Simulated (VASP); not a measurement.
# CdTe (F-43m) in VASP: notebook

The runs below take CdTe through dielectric tensor, band structure, with PBE, LDA, r2SCAN, HSE06.

All numbers are computed with VASP 6.6.1; they aren't measurements. Logs are shortened: lines on timing, memory, paths and dates and some standing lists are left out, and cuts for length are marked.

**Experimental background.**

A printed reference work, data compilation reports, for a bulk crystal of CdTe at 0 K: band gap 1.607 eV.

The runs below are set against these values where they give the same quantity.

## (1) The crystal as given

It takes space group F-43m (No. 216, cubic). Conventional cell: a = 6.560 Å, b = 6.560 Å, c = 6.560 Å, α = 90.00°, β = 90.00°, γ = 90.00°. Cd (site symmetry -43m) has 4 Te at 2.84 Å as nearest neighbours. Te (site symmetry -43m) is surrounded by 4 Cd at 2.84 Å.

The cell is a database's computed one.

## (2) Dielectric tensor, PBE

INCAR

```
SYSTEM = CdTe
PREC = Accurate ; ENCUT = 450
EDIFF = 1E-8 ; ISMEAR = 0
SIGMA = 0.02 ; LREAL = .FALSE.
LASPH = .TRUE. ; NELM = 120
ALGO = Normal ; ISIF = 2
LWAVE = .FALSE. ; LCHARG = .FALSE.
GGA = PE ; LEPSILON = .TRUE.
IBRION = 8 ; KPAR = 2
```

KPOINTS

```
Automatic mesh
0
G
  9 9 9
  0 0 0
```

POSCAR

```
CdTe                                    
1.0
    0.0000000000      3.2801677657      3.2801677657
    3.2801677657      0.0000000000      3.2801677657
    3.2801677657      3.2801677657      0.0000000000
  Cd              Te            
     1     1
Direct
     0.0000000000000000    0.0000000000000000    0.0000000000000000
     0.7500000000000000    0.7500000000000000    0.7500000000000000
```

Potentials or basis: VASP PAW PBE potentials, release 64 (Cd, Te).

Started as:

```
$ cat potpaw_PBE.64/Cd/POTCAR potpaw_PBE.64/Te/POTCAR > POTCAR
$ mpirun -np 2 vasp_std > vasp.out
```

OUTCAR:

```text
SYSTEM = CdTe
   PREC = Accurate
   ENCUT = 450
   EDIFF = 1E-8
   ISMEAR = 0
   LREAL = .FALSE.
   LASPH = .TRUE.
   NELM = 120
   ISIF = 2
   GGA = PE
   LEPSILON = .TRUE.
   IBRION = 8

 ion  position               nearest neighbor table
   1  0.000  0.000  0.000-   2 2.84   2 2.84   2 2.84   2 2.84
   2  0.750  0.750  0.750-   1 2.84   1 2.84   1 2.84   1 2.84

  LATTYP: Found a face centered cubic cell.
 ALAT       =     6.5603355314

  Lattice vectors:

 A1 = (   0.0000000000,   3.2801677657,   3.2801677657)
 A2 = (   3.2801677657,   0.0000000000,   3.2801677657)
 A3 = (   3.2801677657,   3.2801677657,   0.0000000000)

Analysis of symmetry for initial positions (statically):
=====================================================================
 Subroutine PRICEL returns:
 Original cell was already a primitive cell.

 Routine SETGRP: Setting up the symmetry group for a
 face centered cubic supercell.

 Subroutine GETGRP returns: Found 24 space group operations
 (whereof 24 operations were pure point group operations)
 out of a pool of 48 trial point group operations.

The static configuration has the point symmetry T_d .

Analysis of symmetry for dynamics (positions and initial velocities):
=====================================================================
 Subroutine PRICEL returns:
 Original cell was already a primitive cell.

 Routine SETGRP: Setting up the symmetry group for a
 face centered cubic supercell.

 Subroutine GETGRP returns: Found 24 space group operations
 (whereof 24 operations were pure point group operations)
 out of a pool of 48 trial point group operations.

The dynamic configuration has the point symmetry T_d .

 Subroutine INISYM returns: Found 24 space group operations
 (whereof 24 operations are pure point group operations),
 and found     1 'primitive' translations

----------------------------------------------------------------------------------------

                                     Primitive cell

  volume of cell :      70.5859

  direct lattice vectors                    reciprocal lattice vectors
     0.000000000  3.280167766  3.280167766    -0.152431228  0.152431228  0.152431228
     3.280167766  0.000000000  3.280167766     0.152431228 -0.152431228  0.152431228
     3.280167766  3.280167766  0.000000000     0.152431228  0.152431228 -0.152431228

  length of vectors
     4.638857741  4.638857741  4.638857741     0.264018631  0.264018631  0.264018631

  position of ions in fractional coordinates (direct lattice)
     0.000000000  0.000000000  0.000000000
     0.750000000  0.750000000  0.750000000

  ion indices of the primitive-cell ions
   primitive index   ion index
                 1           1
                 2           2

----------------------------------------------------------------------------------------

 KPOINTS: Automatic mesh

Automatic generation of k-mesh.
 Grid dimensions read from file:
 generate k-points for:    9    9    9

 Generating k-lattice:

  Cartesian coordinates                     Fractional coordinates (reciprocal lattice)
[... 534 lines left out ...]
  ---------------------------------------------------
  free energy    TOTEN  =        -2.01116561 eV

  energy without entropy =       -2.01116561

------------------------ aborting loop because EDIFF is reached ----------------------------------------

--------------------------------------- Ionic step        2  -------------------------------------------

------------------------ aborting loop because EDIFF is reached ----------------------------------------

--------------------------------------- Ionic step        3  -------------------------------------------

------------------------ aborting loop because EDIFF is reached ----------------------------------------

 PIEZOELECTRIC TENSOR FIELD DIRECTION 3  (e Angst)
 -----------------------------------------------------------------------------
    -0.00144  2.84487  0.00000           (  0.00000 -0.07307  0.00000)
     2.84487 -0.00144  0.00000           ( -0.07307  0.00000  0.00000)
     0.00000  0.00000 -0.00081           (  0.00000  0.00000 -0.00000)

 PIEZOELECTRIC TENSOR FIELD DIRECTION 3  (C/m^2)
 -----------------------------------------------------------------------------
    -0.00033  0.64574  0.00000
     0.64574 -0.00033  0.00000
     0.00000  0.00000 -0.00018

--------------------------------------- Ionic step        4  -------------------------------------------

------------------------ aborting loop because EDIFF is reached ----------------------------------------

[... ionic steps 5 to 6 ...]

--------------------------------------- Ionic step        7  -------------------------------------------

 Free energy of the ion-electron system (eV)
  ---------------------------------------------------
  ---------------------------------------------------
  free energy    TOTEN  =        -0.04904598 eV

  energy without entropy =       -0.04904598

------------------------ aborting loop because EDIFF is reached ----------------------------------------

 INTERNAL STRAIN TENSOR  FOR ION    2  DIRECTION 1   (eV/Angst):
 -----------------------------------------------------------------------------
    -0.00160  0.00000  0.00000
     0.00000  0.00263  5.28176
     0.00000  5.28176  0.00263

 MACROSCOPIC STATIC DIELECTRIC TENSOR (including local field effects in DFT)
 ------------------------------------------------------
          10.556555     0.000000    -0.000000
          -0.000000    10.556555     0.000000
          -0.000000     0.000000    10.556555
 ------------------------------------------------------

 PIEZOELECTRIC TENSOR (including local field effects)  for field in x, y, z        (e  Angst)
          XX          YY          ZZ          XY          YZ          ZX
  --------------------------------------------------------------------------------
  x     0.00000    -0.00000     0.00000     0.00000     2.86290     0.00000
  y     0.00000     0.00000     0.00000     0.00000     0.00000     2.86290
  z     0.00000    -0.00000     0.00000     2.86290     0.00000     0.00000

 PIEZOELECTRIC TENSOR (including local field effects)  for field in x, y, z        (C/m^2)
          XX          YY          ZZ          XY          YZ          ZX
  --------------------------------------------------------------------------------
  x     0.00000    -0.00000     0.00000     0.00000     0.64983     0.00000
  y     0.00000     0.00000     0.00000     0.00000     0.00000     0.64983
  z     0.00000    -0.00000     0.00000     0.64983     0.00000     0.00000

 BORN EFFECTIVE CHARGES (including local field effects) (in |e|, cummulative output)
 ---------------------------------------------------------------------------------
 ion    1
    1     2.30126     0.00000     0.00000
    2     0.00000     2.30126     0.00000
    3     0.00000     0.00000     2.30126
 ion    2
    1    -2.30126     0.00000     0.00000
    2     0.00000    -2.30126     0.00000
    3    -0.00000     0.00000    -2.30126

 INTERNAL STRAIN TENSOR FOR ION    2 for displacements in x,y,z  (eV/Angst):
          X           Y           Z          XY          YZ          ZX
  --------------------------------------------------------------------------------
  x     0.00000     0.00000     0.00000     0.00000     5.28176     0.00000
  y    -0.00000     0.00000    -0.00000     0.00000     0.00000     5.28176
  z     0.00000     0.00000     0.00000     5.28176     0.00000     0.00000

 SECOND DERIVATIVES (NOT SYMMETRIZED)
 ------------------------------------
               1X          1Y          1Z          2X          2Y          2Z
  1X    -4.156982    0.000000    0.000000    4.156982    0.000000    0.000000
  1Y     0.000000   -4.156982    0.000000    0.000000    4.156982    0.000000
  1Z     0.000000    0.000000   -4.156982    0.000000    0.000000    4.156982
  2X     4.164590    0.000000    0.000000   -4.164590    0.000000    0.000000
  2Y     0.000000    4.164590    0.000000    0.000000   -4.164590    0.000000
  2Z     0.000000    0.000000    4.164590    0.000000    0.000000   -4.164590

 Eigenvectors and eigenvalues of the dynamical matrix
 ----------------------------------------------------

   1 f  =    4.124884 THz    25.917410 2PiTHz  137.591318 cm-1    17.059142 meV
             X         Y         Z           dx          dy          dz
      0.000000  0.000000  0.000000     0.000000   -0.000000    0.728826
      4.920252  4.920252  4.920252     0.000000   -0.000000   -0.684699
[... 21 lines left out ...]
   6 f/i=    0.001882 THz     0.011823 2PiTHz    0.062769 cm-1     0.007782 meV
             X         Y         Z           dx          dy          dz
      0.000000  0.000000  0.000000     0.275939   -0.605910   -0.159825
      4.920252  4.920252  4.920252     0.293722   -0.644959   -0.170125

--------------------------------------------------------------------------------------------------------

 MACROSCOPIC STATIC DIELECTRIC TENSOR IONIC CONTRIBUTION
 ------------------------------------------------------
           3.262894     0.000000     0.000000
           0.000000     3.262894     0.000000
           0.000000     0.000000     3.262894
 ------------------------------------------------------

 ELASTIC MODULI CONTR FROM IONIC RELAXATION (kBar)
 Direction    XX          YY          ZZ          XY          YZ          ZX
 --------------------------------------------------------------------------------
 XX          -0.0000     -0.0000     -0.0000     -0.0000     -0.0000      0.0000
 YY          -0.0000     -0.0000     -0.0000     -0.0000     -0.0000     -0.0000
 ZZ          -0.0000     -0.0000     -0.0000     -0.0000     -0.0000      0.0000
 XY          -0.0000     -0.0000     -0.0000   -157.6477      0.0000      0.0000
 YZ          -0.0000     -0.0000     -0.0000      0.0000   -157.6477      0.0000
 ZX           0.0000     -0.0000      0.0000      0.0000      0.0000   -157.6477
 --------------------------------------------------------------------------------

 PIEZOELECTRIC TENSOR IONIC CONTR  for field in x, y, z        (C/m^2)
          XX          YY          ZZ          XY          YZ          ZX
  --------------------------------------------------------------------------------
  x    -0.00000    -0.00000    -0.00000     0.00000    -0.67487     0.00000
  y     0.00000    -0.00000     0.00000     0.00000     0.00000    -0.67487
  z    -0.00000    -0.00000    -0.00000    -0.67487    -0.00000     0.00000
```

It took 3.2 min on 2 MPI ranks of Intel Xeon Platinum 8488C (Sapphire Rapids), shared host; peak memory 0.39 GiB.

Results:

```
Band gap on the k mesh                                  : 0.66 eV, direct
Electronic dielectric tensor (diagonal)                 : 10.56
Born charges (mean of the diagonal)                     : Cd +2.30; Te -2.30 e
Highest phonon frequency at Γ, LO-TO splitting left out : 138 cm⁻¹
```

Phonon frequencies in cm⁻¹ (negative: imaginary):
| q point | frequencies |
| --- | --- |
| (0.000, 0.000, 0.000) | 0 0 0 138 138 138 |

Electronic dielectric tensor:
```
10.56  0.00  0.00
 0.00 10.56  0.00
 0.00  0.00 10.56
```

Born effective charge tensors (e):
atom 1, Cd
```
2.30 0.00 0.00
0.00 2.30 0.00
0.00 0.00 2.30
```
atom 2, Te
```
-2.30  0.00  0.00
 0.00 -2.30  0.00
 0.00  0.00 -2.30
```

Caveat: the gap is small at this level, which inflates the dielectric constant; spin-orbit coupling is left out, which moves the levels of the heavy elements.

## (3) Band structure, LDA

INCAR

```
SYSTEM = CdTe
ALGO = Normal ; EDIFF = 1E-6
ENCUT = 450 ; ISIF = 2
ISMEAR = 0 ; KPAR = 2
LASPH = .True. ; LCHARG = .False.
LREAL = .False. ; LWAVE = .False.
NBANDS = 16 ; NELM = 120
PREC = Accurate ; SIGMA = 0.02
```

KPOINTS

```
k-points
0
Gamma
  10 10 10
  0 0 0
```

POSCAR is that of step 2.

KPOINTS_OPT

```
path GXWKGLUWLK,UX
15
line-mode
reciprocal
 0.0000000000  0.0000000000  0.0000000000  G
 0.5000000000  0.0000000000  0.5000000000  X

 0.5000000000  0.0000000000  0.5000000000  X
 0.5000000000  0.2500000000  0.7500000000  W

 0.5000000000  0.2500000000  0.7500000000  W
 0.3750000000  0.3750000000  0.7500000000  K

 0.3750000000  0.3750000000  0.7500000000  K
 0.0000000000  0.0000000000  0.0000000000  G

 0.0000000000  0.0000000000  0.0000000000  G
 0.5000000000  0.5000000000  0.5000000000  L

 0.5000000000  0.5000000000  0.5000000000  L
 0.6250000000  0.2500000000  0.6250000000  U

 0.6250000000  0.2500000000  0.6250000000  U
 0.5000000000  0.2500000000  0.7500000000  W

 0.5000000000  0.2500000000  0.7500000000  W
 0.5000000000  0.5000000000  0.5000000000  L

 0.5000000000  0.5000000000  0.5000000000  L
 0.3750000000  0.3750000000  0.7500000000  K

 0.6250000000  0.2500000000  0.6250000000  U
 0.5000000000  0.0000000000  0.5000000000  X
```

Potentials or basis: VASP PAW LDA potentials, release 64 (Cd, Te).

Started as:

```
$ cat potpaw_LDA.64/Cd/POTCAR potpaw_LDA.64/Te/POTCAR > POTCAR
$ mpirun -np 2 vasp_std > vasp.out
```

Wall time 33 s (2 MPI ranks of Intel Xeon Platinum 8488C (Sapphire Rapids), shared host); peak memory 0.2 GiB.

Results (log left out):

```yaml
Free_energy: -6.0146 eV
Pressure: -2.6 GPa
Band_gap_on_the_k_mesh: 0.44 eV, direct
Band_gap_along_the_path: 0.44 eV, direct
```

Levels at the corners of the path, in eV from the valence-band top:
```tsv
point	band 6	band 7	band 8	band 9	band 10	band 11	band 12	band 13
Γ	-7.93	0.00	0.00	0.00	0.44	4.52	4.52	4.52
X	-7.49	-4.21	-1.77	-1.77	2.52	2.55	8.44	8.80
X	-7.49	-4.21	-1.77	-1.77	2.52	2.55	8.44	8.80
W	-7.42	-4.09	-2.22	-2.09	4.03	4.56	5.37	6.17
W	-7.42	-4.09	-2.22	-2.09	4.03	4.56	5.37	6.17
K	-7.45	-4.11	-2.44	-1.46	2.78	4.35	7.11	7.27
K	-7.45	-4.11	-2.44	-1.46	2.78	4.35	7.11	7.27
Γ	-7.93	0.00	0.00	0.00	0.44	4.52	4.52	4.52
Γ	-7.93	0.00	0.00	0.00	0.44	4.52	4.52	4.52
L	-7.61	-4.30	-0.73	-0.73	1.62	5.11	5.11	6.82
L	-7.61	-4.30	-0.73	-0.73	1.62	5.11	5.11	6.82
U	-7.45	-4.11	-2.44	-1.46	2.78	4.35	7.11	7.27
U	-7.45	-4.11	-2.44	-1.46	2.78	4.35	7.11	7.27
W	-7.42	-4.09	-2.22	-2.09	4.03	4.56	5.37	6.17
W	-7.42	-4.09	-2.22	-2.09	4.03	4.56	5.37	6.17
L	-7.61	-4.30	-0.73	-0.73	1.62	5.11	5.11	6.82
L	-7.61	-4.30	-0.73	-0.73	1.62	5.11	5.11	6.82
K	-7.45	-4.11	-2.44	-1.46	2.78	4.35	7.11	7.27
U	-7.45	-4.11	-2.44	-1.46	2.78	4.35	7.11	7.27
X	-7.49	-4.21	-1.77	-1.77	2.52	2.55	8.44	8.80
```

Caveat: spin-orbit coupling is left out, which moves the levels of the heavy elements.

(Continued in part 2 of 3.)
